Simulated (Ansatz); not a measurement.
Set up this calculation in Ansatz 0.2.0, as an ASE script.

| Property | Result |
| --- | --- |
| Task | electron localisation function |
| Functional | PBE0 |
| Potentials or basis | Ansatz NC |
| Cutoff | 1143 eV |
| Density cutoff | 4572 eV |
| k mesh | 5 × 5 × 5 |
| Occupations | gaussian, width 0.1 eV |
| Spin | no spin polarisation |
| Driver | chain |

The structure of GaAs lies in GaAs.cif:

```cif
data_GaAs
_cell_length_a 5.41785009
_cell_length_b 5.41785009
_cell_length_c 5.41785009
_cell_angle_alpha 90.00000000
_cell_angle_beta 90.00000000
_cell_angle_gamma 90.00000000
_space_group_name_H-M_alt 'F-43m'
_space_group_name_Hall 'F -4 2 3'
_space_group_IT_number 216
loop_
_space_group_symop_operation_xyz
'x,y,z'
'y,-x,-z'
'-x,-y,z'
'-y,x,-z'
'x,-y,-z'
'y,x,z'
'-x,y,-z'
'-y,-x,z'
'z,x,y'
'-z,y,-x'
'z,-x,-y'
'-z,-y,x'
'-z,x,-y'
'z,y,x'
'-z,-x,y'
'z,-y,-x'
'y,z,x'
'-x,-z,y'
'-y,z,-x'
'x,-z,-y'
'-y,-z,x'
'x,z,y'
'y,-z,-x'
'-x,z,-y'
'x,y+1/2,z+1/2'
'y,-x+1/2,-z+1/2'
'-x,-y+1/2,z+1/2'
'-y,x+1/2,-z+1/2'
'x,-y+1/2,-z+1/2'
'y,x+1/2,z+1/2'
'-x,y+1/2,-z+1/2'
'-y,-x+1/2,z+1/2'
'z,x+1/2,y+1/2'
'-z,y+1/2,-x+1/2'
'z,-x+1/2,-y+1/2'
'-z,-y+1/2,x+1/2'
'-z,x+1/2,-y+1/2'
'z,y+1/2,x+1/2'
'-z,-x+1/2,y+1/2'
'z,-y+1/2,-x+1/2'
'y,z+1/2,x+1/2'
'-x,-z+1/2,y+1/2'
'-y,z+1/2,-x+1/2'
'x,-z+1/2,-y+1/2'
'-y,-z+1/2,x+1/2'
'x,z+1/2,y+1/2'
'y,-z+1/2,-x+1/2'
'-x,z+1/2,-y+1/2'
'x+1/2,y,z+1/2'
'y+1/2,-x,-z+1/2'
'-x+1/2,-y,z+1/2'
'-y+1/2,x,-z+1/2'
'x+1/2,-y,-z+1/2'
'y+1/2,x,z+1/2'
'-x+1/2,y,-z+1/2'
'-y+1/2,-x,z+1/2'
'z+1/2,x,y+1/2'
'-z+1/2,y,-x+1/2'
'z+1/2,-x,-y+1/2'
'-z+1/2,-y,x+1/2'
'-z+1/2,x,-y+1/2'
'z+1/2,y,x+1/2'
'-z+1/2,-x,y+1/2'
'z+1/2,-y,-x+1/2'
'y+1/2,z,x+1/2'
'-x+1/2,-z,y+1/2'
'-y+1/2,z,-x+1/2'
'x+1/2,-z,-y+1/2'
'-y+1/2,-z,x+1/2'
'x+1/2,z,y+1/2'
'y+1/2,-z,-x+1/2'
'-x+1/2,z,-y+1/2'
'x+1/2,y+1/2,z'
'y+1/2,-x+1/2,-z'
'-x+1/2,-y+1/2,z'
'-y+1/2,x+1/2,-z'
'x+1/2,-y+1/2,-z'
'y+1/2,x+1/2,z'
'-x+1/2,y+1/2,-z'
'-y+1/2,-x+1/2,z'
'z+1/2,x+1/2,y'
'-z+1/2,y+1/2,-x'
'z+1/2,-x+1/2,-y'
'-z+1/2,-y+1/2,x'
'-z+1/2,x+1/2,-y'
'z+1/2,y+1/2,x'
'-z+1/2,-x+1/2,y'
'z+1/2,-y+1/2,-x'
'y+1/2,z+1/2,x'
'-x+1/2,-z+1/2,y'
'-y+1/2,z+1/2,-x'
'x+1/2,-z+1/2,-y'
'-y+1/2,-z+1/2,x'
'x+1/2,z+1/2,y'
'y+1/2,-z+1/2,-x'
'-x+1/2,z+1/2,-y'
loop_
_atom_site_label
_atom_site_type_symbol
_atom_site_symmetry_multiplicity
_atom_site_Wyckoff_symbol
_atom_site_fract_x
_atom_site_fract_y
_atom_site_fract_z
_atom_site_occupancy
As1 As 4 c 0.2500000000 0.2500000000 0.2500000000 1
Ga1 Ga 4 a 0.0000000000 0.0000000000 0.0000000000 1
```

The cell isn't the ideal one: volume scaled by 0.88.

These files were run (other wordings do the same):

run.py

```python
import json

import ase.io
import numpy as np
import spglib

import ansatz as az

atoms = ase.io.read("GaAs.cif")
cell, frac, numbers = spglib.find_primitive((atoms.cell[:], atoms.get_scaled_positions(), atoms.numbers), symprec=1e-5)
atoms = ase.Atoms(numbers, cell=cell, scaled_positions=frac, pbc=True)

calculation = (
    az.Crystal.from_ase(atoms)
    .calculation()
    .kpoints(5, 5, 5)
    .functional("pbe0")
    .pseudopotentials(kind="nc")
    .occupations(method="gaussian", width=0.1)
    .density()
    .potential()
    .output_files(volumetric_format="npy")
    .electron_localization_function()
    .forces()
    .stress()
    .band_table(publish=True)
)
outcome = calculation.run(threads=2, events_out="events.jsonl")

report = outcome.report
for line in open("events.jsonl"):
    event = json.loads(line)
    if event["event"] == "scf_iter":
        d = event["data"]
        print(f"SCF {d['iter']:3d}  HF = {d['harris_foulkes_ev']:.6f} eV  dr2 = {d['dr2_ev']:.2e} eV")
    elif event["event"] in ("relax_step", "md_step"):
        d = event["data"]
        print(f"{event['event']} {d['step']:3d}  E = {d['lagrangian_ev']:.6f} eV")
np.set_printoptions(precision=5, suppress=True, linewidth=110)
print("converged:", report["converged"], "after", report["n_iterations"], "iterations")
print(f"free energy {report['free_energy_ev']:.6f} eV, Fermi level {report['fermi_energy_ev']:.4f} eV")
for key in ("band_edges_ev", "magnetization_mub", "site_moments_mub", "site_moments_nc_mub", "forces_ev_ang",
                "stress_gpa", "kpoints_frac", "eigenvalues_ev"):
    if report.get(key) is not None:
        print(key, np.array(report[key]), sep="\n")
```

Potentials or basis: Ansatz NC.

Run with:

```sh
$ python run.py
```

Results of the run:

* Pressure: 9.6 GPa
* Band gap on the k mesh: 2.69 eV, indirect (least direct gap 3.00 eV)

Caveat: odd divisions of the mesh miss points on the zone boundary, where band edges often lie, so the gap on the mesh can be too wide; the potentials were made for another functional, which shifts forces and pressure; the thresholds are loose for stress.

It took 31 s on 2 threads of Intel(R) Xeon(R) 6975P-C (Granite Rapids), with other jobs on the host, peak memory 1.6 GiB.
